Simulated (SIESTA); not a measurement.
AgBr:

```
CELL_PARAMETERS angstrom
0.00000 2.87015 2.87015
2.87015 0.00000 2.87015
2.87015 2.87015 0.00000
ATOMIC_POSITIONS crystal
Ag 0.00000 0.00000 0.00000
Br 0.50000 0.50000 0.50000
```

Base run:

* Program: SIESTA 5.4.2
* Functional: PBE
* Potentials or basis: PseudoDojo 0.4 standard (PBE files)
* Basis: DZP (energy shift 0.003 Ry; two zetas on semicore shells)
* Grid cutoff: 800 Ry
* Energy shift: 0.003 Ry
* k mesh: 8 × 8 × 8
* Occupations: fermi-dirac, width 0.05 eV
* Spin: no spin polarisation

Its results: band gap on the k mesh 0.99 eV, indirect (least direct gap 2.91 eV); pressure 2.5 GPa.

Question: The run is repeated on the same cell with these changes: functional from PBE to PBEsol; potentials or basis from PseudoDojo 0.4 standard (PBE files) to PseudoDojo 0.4 standard (PBEsol files). What comes out?

Answer: Band gap on the k mesh 0.83 eV, indirect (least direct gap 2.77 eV); pressure -1.5 GPa.

Caveats: short orbitals over semicore shells can move pressures by several GPa; the basis of atomic orbitals isn't converged, which shifts pressures, moduli and gaps.
